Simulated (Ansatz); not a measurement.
Input of an Ansatz 0.2.0 run:

File input.yaml:

```yaml
crystal:
  lattice:
    - [0.0, 2.731, 2.731]
    - [2.731, 0.0, 2.731]
    - [2.731, 2.731, 0.0]
  atoms:
    - { symbol: Ca, position: [0.0, 0.0, 0.0] }
    - { symbol: F, position: [0.75, 0.75, 0.75] }
    - { symbol: F, position: [0.25, 0.25, 0.25] }
hamiltonian:
  xc: pbe
  pseudopotentials: { kind: paw }
kpoints:
  mp_grid: { grid: [8, 8, 8] }
  band_path:
    path:
      - [[0.0, 0.0, 0.0], [0.5, 0.0, 0.5], [0.5, 0.25, 0.75], [0.375, 0.375, 0.75], [0.0, 0.0, 0.0], [0.5, 0.5, 0.5], [0.625, 0.25, 0.625], [0.5, 0.25, 0.75], [0.5, 0.5, 0.5], [0.375, 0.375, 0.75]]
      - [[0.625, 0.25, 0.625], [0.5, 0.0, 0.5]]
    npoints: 14
scf:
  occupations: { method: fermi_dirac, width: 0.05 }
  n_extra_bands: 7
output:
  forces: true
  stress: true
  eigenvalues: true
  fatbands: true
```

Potentials or basis: Ansatz PAW.

Command:

```console
$ ansatz run input.yaml --threads 2 --pin off --max-ram 5632MiB --backend cpu --events-out ev --progress --plain --runs-dir out
```

Question: What does it give for the pressure?

Answer: 2.2 GPa.

Question: What does it give for the band gap along the path?

Answer: 7.30 eV, indirect (least direct gap 7.56 eV).

Levels at the corners of the path, in eV from the valence-band top:
| point | band 9 | band 10 | band 11 | band 12 | band 13 | band 14 | band 15 | band 16 |
| --- | --- | --- | --- | --- | --- | --- | --- | --- |
| Γ | -2.10 | -0.25 | -0.25 | -0.25 | 7.30 | 9.17 | 9.17 | 11.22 |
| X | -1.65 | -0.36 | -0.36 | 0.00 | 8.13 | 9.52 | 10.08 | 10.86 |
| W | -1.04 | -1.04 | -0.28 | -0.09 | 8.45 | 9.75 | 9.94 | 9.94 |
| K | -1.50 | -0.64 | -0.44 | -0.10 | 8.38 | 9.71 | 9.81 | 10.34 |
| Γ | -2.10 | -0.25 | -0.25 | -0.25 | 7.30 | 9.17 | 9.17 | 11.22 |
| L | -1.28 | -1.24 | -0.83 | -0.83 | 9.39 | 9.39 | 9.75 | 10.74 |
| U | -1.50 | -0.64 | -0.44 | -0.10 | 8.38 | 9.71 | 9.81 | 10.34 |
| W | -1.04 | -1.04 | -0.28 | -0.09 | 8.45 | 9.75 | 9.94 | 9.94 |
| L | -1.28 | -1.24 | -0.83 | -0.83 | 9.39 | 9.39 | 9.75 | 10.74 |
| K | -1.50 | -0.64 | -0.44 | -0.10 | 8.38 | 9.71 | 9.81 | 10.34 |
| U | -1.50 | -0.64 | -0.44 | -0.10 | 8.38 | 9.71 | 9.81 | 10.34 |
| X | -1.65 | -0.36 | -0.36 | 0.00 | 8.13 | 9.52 | 10.08 | 10.86 |

Caveat: the pressure holds a Pulay correction of +0.6 GPa for the finite cutoff. As with any semilocal functional, this PBE gap is likely too small.
